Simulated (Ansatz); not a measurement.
## Moving the functional in BaZrO3

```
CELL_PARAMETERS angstrom
4.19134 0.00000 0.00000
0.00000 4.19134 0.00000
0.00000 0.00000 4.19134
ATOMIC_POSITIONS crystal
Ba 0.00000 0.00000 0.00000
Zr 0.50000 0.50000 0.50000
O 0.50000 0.50000 0.00000
O 0.50000 0.00000 0.50000
O 0.00000 0.50000 0.50000
```

Kept alike: task band structure; k mesh 6 × 6 × 6; occupations fermi-dirac, width 0.05 eV; no spin polarisation. Program: Ansatz, all-electron LAPW, scalar-relativistic. The mesh is that of the run's cell of 5 atoms. No spin-orbit coupling.

```csv
functional,band gap (eV),pressure (GPa)
LDA,3.128,-5.13
PBE,3.237,4.03
PBEsol,3.155,-1.24
```

Pressure is positive in compression. Gaps are the smaller of the mesh's and the band path's.

The band gap runs from 3.128 (LDA) to 3.237 eV (PBE). From PBE: LDA -0.109; PBEsol -0.082. The pressure runs from -5.13 (LDA) to 4.03 GPa (PBE). From PBE: LDA -9.16; PBEsol -5.27. A positive pressure means that the functional's own cell is larger than the one given, a negative one that it is smaller.

At fixed geometry, the choice of functional matters much more for the equation of state than for the gap. The pressures follow the familiar order of binding: LDA overbinds, while PBE's stronger gradient enhancement of exchange favours inhomogeneous densities and so loosens the lattice. PBEsol, with a weaker enhancement suited to densely packed solids, lies between them and comes closest to equilibrium at this cell.

The gap barely responds because its character is the same throughout: filled O 2p states lie below empty Zr 4d states in a largely ionic d⁰ oxide, and gradient corrections probably shift both edges by similar amounts. All three values fall well below the measured gap of BaZrO3, as expected of semilocal Kohn-Sham gaps, which lack the derivative discontinuity. The slightly larger PBE gap is therefore no sign of a better description of the excitation. Nor does the spread in gaps carry over to structures relaxed with each functional, where the differing volumes would also move the band edges.
